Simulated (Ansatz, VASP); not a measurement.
**One calculation of TaAs, two programs**

```
Ta As
1.0
     0.00000    2.63333    2.63333
     2.63333    0.00000    2.63333
     2.63333    2.63333    0.00000
Ta As
1 1
Direct
  0.50000 0.50000 0.50000
  0.00000 0.00000 0.00000
```

Alike in both runs: functional PBE; k mesh 14 × 14 × 14; occupations gaussian, width 0.1 eV; no spin polarisation.

Ansatz relaxed the structure, and its values are those at the end. VASP's run is a single point on that final structure, the one shown.

|  | VASP | Ansatz |
| --- | --- | --- |
| version | VASP 6.6.1 | Ansatz 0.2.0 |
| potentials or method | VASP PAW PBE potentials, release 64 (Ta_pv, As) | scalar-relativistic, plane waves, PAW |
| plane-wave cutoff (eV) | 520 | 420 |
| valence electrons in the cell | 16 | 28 |

|  | VASP | Ansatz | Ansatz less VASP |
| --- | --- | --- | --- |
| gap on the k mesh at the Fermi level (eV) | none | none | - |
| pressure (GPa) | 0.4 | 0.0 | -0.41 |

A gap of «none» marks a metal or a gap that the smearing closes. With one functional, cell and mesh, what is left measures potentials, basis and numerics. The two sets of potentials don't hold the same shells in valence.

Spin-orbit coupling is left out, which matters for the levels of Ta.
